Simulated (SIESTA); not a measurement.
Zn:

```
CELL_PARAMETERS angstrom
2.67000 0.00000 0.00000
-1.33500 2.31229 0.00000
0.00000 0.00000 4.96600
ATOMIC_POSITIONS crystal
Zn 0.66667 0.33333 0.75000
Zn 0.33333 0.66667 0.25000
```

| Quantity | Value |
| --- | --- |
| Program | SIESTA 5.4.2 |
| Task | single point |
| Functional | PBEsol |
| Potentials or basis | PseudoDojo 0.4 standard (PBEsol files) |
| Basis | DZP (energy shift 0.003 Ry; two zetas on semicore shells) |
| Grid cutoff | 800 Ry |
| Energy shift | 0.003 Ry |
| k mesh | 11 × 11 × 6 |
| Occupations | fermi-dirac, width 0.05 eV |
| Spin | no spin polarisation |

On this cell: pressure -9.0 GPa; largest force under 0.003 eV/Å; band gap on the k mesh none (metal or under the smearing width).

The same run follows on a disturbed copy (atoms moved at random, drawn with an rms of 0.05 Å):

```xyz
2
Lattice="2.6700 0.0000 0.0000 -1.3350 2.3123 0.0000 0.0000 0.0000 4.9660" Properties=species:S:1:pos:R:3 pbc="T T T"
Zn    1.3498    0.7393    3.7192
Zn   -0.0467    1.5727    1.2468
```

Task: What does the disturbed cell give?

Result: The energy (extrapolated to zero smearing) moves by +1.6 meV/atom; pressure -8.6 GPa; largest force 0.086 eV/Å; band gap on the k mesh none (metal or under the smearing width).

Forces on the atoms (eV/Å):
```
Zn  -0.040  0.058  0.049
Zn   0.041 -0.057 -0.049
```

Stress tensor (GPa, compression positive):
```
-8.04  0.04 -0.02
 0.04 -7.91 -0.09
-0.02 -0.09 -9.88
```

Caveats: short orbitals over semicore shells can move pressures by several GPa; the valence orbitals were made in a potential fitted to the semicore shell under them, which widens gaps by tenths of an eV or more; the basis of atomic orbitals isn't converged, which shifts pressures, moduli and gaps.
